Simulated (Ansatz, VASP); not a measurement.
**BN (Qingsongite) in VASP and in Ansatz**

INCAR

```
ALGO = Normal
EDIFF = 1E-6
ENCUT = 520
GGA = PS
ISIF = 2
ISMEAR = 0
LASPH = T
LCHARG = F
LREAL = F
LWAVE = F
NBANDS = 11
NELM = 100
PREC = Accurate
SIGMA = 0.01
```

The input KPOINTS:

```
k-points
0
Gamma
  6 6 6
```

POSCAR

```
BN
1.0
    2.5561910000      0.0000000000      0.0000000000
    1.2780955000      2.2137263429      0.0000000000
    1.2780955000      0.7379087810      2.0871212117
B N
1 1
Direct
    0.0000000000      0.0000000000      0.0000000000
    0.2500000000      0.2500000000      0.2500000000
```

Input for Ansatz:

```yaml
crystal:
  lattice:
    - [2.556191, 0.0, 0.0]
    - [1.2780955000000003, 2.213726342925148, 0.0]
    - [1.2780955000000003, 0.7379087809750494, 2.087121211698225]
  atoms:
    - { symbol: B, position: [0.0, 0.0, 0.0] }
    - { symbol: "N", position: [0.24999999999999994, 0.25, 0.25] }
kpoints:
  mp_grid:
    grid: [6, 6, 6]
hamiltonian:
  xc: pbesol
scf:
  convergence:
    dr2_threshold: 1.0e-09
  occupations:
    method: fixed
gw:
  n_empty_bands: 40
  ecut_chi: 120.0
  qp_bands: [v1, c1]
```

Alike in both runs: task single point; functional PBEsol; k mesh 6 × 6 × 6; no spin polarisation.

|  | VASP | Ansatz |
| --- | --- | --- |
| version | VASP 6.6.1 | Ansatz 0.2.0 |
| potentials or method | VASP PAW PBE potentials, release 64 (B, N) | plane waves, PAW |
| plane-wave cutoff (eV) | 520 | 420 |
| occupations | gaussian, width 0.01 eV | fixed |
| valence electrons in the cell | 8 | 8 |

|  | VASP | Ansatz | Ansatz less VASP |
| --- | --- | --- | --- |
| gap on the k mesh at the Fermi level (eV) | 4.27 | 4.29 | +0.013 |

Caveats: the k mesh is coarse (spacing up to 0.50 Å⁻¹), so the values aren't converged. Expect the measured gap to be larger: semilocal functionals such as PBEsol lack the derivative discontinuity. A k mesh can miss the band edges.
